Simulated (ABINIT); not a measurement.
# AlP (F-43m): G0W0 in ABINIT against the bands in the self-energy, part 2 of 2

Aim: move the bands in the self-energy of a G0W0 run on AlP (F-43m) over a wide range.

ABINIT 10.8.3; PBE and many-body steps on it, plane waves. Known limits of the many-body steps: not at the basis limit; coarse k mesh.

So far. Step 2 (Screening, 4×4×4 mesh, 264 bands, screening to 217.7 eV): Local fields lower ε∞ by 12 %. On a Γ-centred mesh this coarse the value itself is usually too large, while a short band sum pulls it down.

The database entry behind the starting cell differs from later determinations by our own check (0.1 to 0.3 % short, probably kX units), so it need not match the best structure at ambient conditions.

### 5. 69 bands

Level of this step: G0W0 on PBE, plane waves, norm-conserving pseudopotentials (ABINIT).

The self-energy is evaluated for the states that the input lists, and the levels follow from it, in one-shot runs by the linearised quasiparticle equation.

run.abi

```
acell 3*1.0 Angstrom
rprim 
  -0.000000000000 2.725500000000 2.725500000000
  2.725500000000 -0.000000000000 2.725500000000
  2.725500000000 2.725500000000 -0.000000000000
ntypat 2
znucl 13 15
natom 2
typat 1 2
xred 
  0.000000000000 0.000000000000 0.000000000000
  0.250000000000 0.250000000000 0.250000000000
pp_dirpath "pseudos"
pseudos "Al.upf, P.upf"
ecut 18
ngkpt 4 4 4
nshiftk 1
shiftk 0 0 0
kptopt 1
chksymbreak 0
istwfk *1
occopt 1
irdwfk 1
optdriver 4
nband 69
gwcalctyp 0
ecutsigx 18
symsigma 1
nkptgw 2
kptgw 
  0.0000000000 0.0000000000 0.0000000000
  0.5000000000 0.5000000000 0.0000000000
bdgw 
  2 8
  3 6
ecuteps 8
irdscr 1
ppmodel 1
indata_prefix "in"
outdata_prefix "out"
tmpdata_prefix "tmp"
```

Command:

```sh
OMP_NUM_THREADS=1 mpirun -n 4 abinit run.abi > log
```

What it wrote:

```text
.Version 10.8.3 of ABINIT. v10.8.2 released Aug 2026.

 Symmetries : space group F-4 3 m (#216); Bravais cF (face-center cubic)
[... echo of the input left out ...]
== DATASET  1 ==================================================================
-   mpi_nproc: 4, omp_nthreads: 1 (-1 if OMP is not activated)

--- !DatasetInfo
iteration_state: {dtset: 1, }
dimensions: {natom: 2, nkpt: 8, mband: 69, nsppol: 1, nspinor: 1, nspden: 1, mpw: 1008, }
cutoff_energies: {ecut:  18.0, pawecutdg:  -1.0, }
[...]
Band     E0 <VxcDFT>   SigX SigC(E0)      Z dSigC/dE  Sig(E)    E-E0       E
[...]
5   5.439  -8.285  -4.492  -3.676   0.795  -0.258  -8.192   0.093   5.532
        6   6.343  -9.002  -4.950  -3.757   0.791  -0.264  -8.769   0.233   6.576

== END DATASET(S) ==============================================================
================================================================================

 -outvars: echo values of variables after computation  --------
           etotal      0.0000000000E+00
            nband          69
             nkpt           8
          spgroup         216
 [... the other variables as echoed above ...]

 Calculation completed.
```

Wall time 11 s (4 MPI ranks of Arm Neoverse V1, shared host); peak memory 0.57 GiB; 43 s of CPU time.

This step gave:

* G0W0 gap on the points computed: 2.312 eV
* starting gap on the mesh: 1.564 eV
* k of the valence top: 0, 0, 0
* k of the conduction bottom: 0.5, 0.5, 0
* least direct G0W0 gap on the computed points: 4.202 eV

The gap on the mesh goes from 1.56 eV to 2.31 eV, a correction of +0.75 eV.

### 6. 156 bands

run.abi, as its differences from that of step 5:

```diff
@@ -24,3 +24,3 @@
 optdriver 4
-nband 69
+nband 156
 gwcalctyp 0
```

What it wrote:

```text
.Version 10.8.3 of ABINIT. v10.8.2 released Aug 2026.

 Symmetries : space group F-4 3 m (#216); Bravais cF (face-center cubic)
[... echo of the input left out ...]
== DATASET  1 ==================================================================
-   mpi_nproc: 4, omp_nthreads: 1 (-1 if OMP is not activated)

--- !DatasetInfo
iteration_state: {dtset: 1, }
dimensions: {natom: 2, nkpt: 8, mband: 156, nsppol: 1, nspinor: 1, nspden: 1, mpw: 1008, }
cutoff_energies: {ecut:  18.0, pawecutdg:  -1.0, }
[...]
Band     E0 <VxcDFT>   SigX SigC(E0)      Z dSigC/dE  Sig(E)    E-E0       E
[...]
5   5.439  -8.285  -4.492  -3.755   0.795  -0.258  -8.254   0.030   5.469
        6   6.343  -9.002  -4.950  -3.856   0.790  -0.265  -8.846   0.155   6.499

== END DATASET(S) ==============================================================
================================================================================

 -outvars: echo values of variables after computation  --------
           etotal      0.0000000000E+00
            nband         156
             nkpt           8
          spgroup         216
 [... the other variables as echoed above ...]

 Calculation completed.
```

It took 21 s on 4 MPI ranks; peak memory 0.73 GiB; 83 s of CPU time.

Numbers from this step:

| Item | Value |
| --- | --- |
| G0W0 gap on the points computed | 2.367 eV |
| starting gap on the mesh | 1.564 eV |
| k of the valence top | 0, 0, 0 |
| k of the conduction bottom | 0.5, 0.5, 0 |
| least direct G0W0 gap on the computed points | 4.23 eV |

Against the run before, the gap moves by +0.055 eV.

### 7. 264 bands

run.abi, as its differences from that of step 6:

```diff
@@ -24,3 +24,3 @@
 optdriver 4
-nband 156
+nband 264
 gwcalctyp 0
```

What it wrote:

```text
.Version 10.8.3 of ABINIT. v10.8.2 released Aug 2026.

 Symmetries : space group F-4 3 m (#216); Bravais cF (face-center cubic)
[... echo of the input left out ...]
== DATASET  1 ==================================================================
-   mpi_nproc: 4, omp_nthreads: 1 (-1 if OMP is not activated)

--- !DatasetInfo
iteration_state: {dtset: 1, }
dimensions: {natom: 2, nkpt: 8, mband: 264, nsppol: 1, nspinor: 1, nspden: 1, mpw: 1008, }
cutoff_energies: {ecut:  18.0, pawecutdg:  -1.0, }
[...]
Band     E0 <VxcDFT>   SigX SigC(E0)      Z dSigC/dE  Sig(E)    E-E0       E
[...]
5   5.439  -8.285  -4.492  -3.774   0.795  -0.258  -8.270   0.015   5.454
        6   6.343  -9.002  -4.950  -3.880   0.790  -0.265  -8.866   0.136   6.479

== END DATASET(S) ==============================================================
================================================================================

 -outvars: echo values of variables after computation  --------
           etotal      0.0000000000E+00
            nband         264
             nkpt           8
          spgroup         216
 [... the other variables as echoed above ...]

 Calculation completed.
```

Wall time 34 s (4 MPI ranks); peak memory 0.92 GiB.

This step gave:

| Quantity | Value |
| --- | --- |
| G0W0 gap on the points computed | 2.381 eV |
| starting gap on the mesh | 1.564 eV |
| k of the valence top | 0, 0, 0 |
| k of the conduction bottom | 0.5, 0.5, 0 |
| least direct G0W0 gap on the computed points | 4.236 eV |

Against the run before, the gap moves by +0.014 eV.

### 8. The runs together

Times are wall times on 4 MPI ranks of Arm Neoverse V1, shared host, good to a factor of about two. A run's time includes the screening step that it read.

```
      run   mesh  bands  screening cutoff (eV)  DFT gap (eV)  gap on the mesh (eV)  direct (eV)  ε∞ used  time
 12 bands  4×4×4     12                  217.7         1.564                 2.106        4.231    10.70  28 s
 27 bands  4×4×4     27                  217.7         1.564                 2.205        4.180    10.70  30 s
 69 bands  4×4×4     69                  217.7         1.564                 2.312        4.202    10.70  36 s
156 bands  4×4×4    156                  217.7         1.564                 2.367        4.230    10.70  45 s
264 bands  4×4×4    264                  217.7         1.564                 2.381        4.236    10.70  58 s
```

### 9. Summary of results

```json
{
  "12 bands": "2.106 eV",
  "27 bands": "2.205 eV",
  "69 bands": "2.312 eV",
  "156 bands": "2.367 eV",
  "264 bands": "2.381 eV",
  "known limits": "not at the basis limit; coarse k mesh"
}
```

**Reading.** The setting moved: bands in the self-energy. From 12 bands to 264 bands the gap moves by +0.27 eV, for 2.1 times the time. The last step still moves it by +0.014 eV. Bands and screening cutoff are coupled, so a series along one setting does not show full convergence. Bands and cutoff are finite, so the gap is not at the basis limit. The miss can reach some tenths of an eV and take either sign; the mesh is an error of its own. In the G0W0 runs levels were corrected at 2 k points alone, so a gap called «on the mesh» is the least over those, and an edge elsewhere would be missed. The 4×4×4 mesh is coarse for this cell, which bears on the long-range parts of exchange and screening.

[Paths, hosts, dates, memory and timing lines, banners, echoed tables and standing remarks are left out of the program output.]

[Logs are printed without paths, hosts, clocks, repeated set-up lines and the standing remarks that a program may print on its own settings, such as how far it seeks lower states.]

[Runs of the session that timed out or met a known fault of the program may be left out.]

[Hosts, paths, dates, database ids (printed as entryN), source tags and the programs' standing remarks are cut or masked in the printed files.]

[G0W0 gaps are taken among the corrected bands and points alone; a level outside them can change the order at an edge.]

[Where Ansatz stands beside ABINIT at settings called matched, ABINIT's density can come from a denser mesh and the files from another edition; pairs whose starting gaps differed by over 0.03 eV were left out, so agreement reads better than it is.]
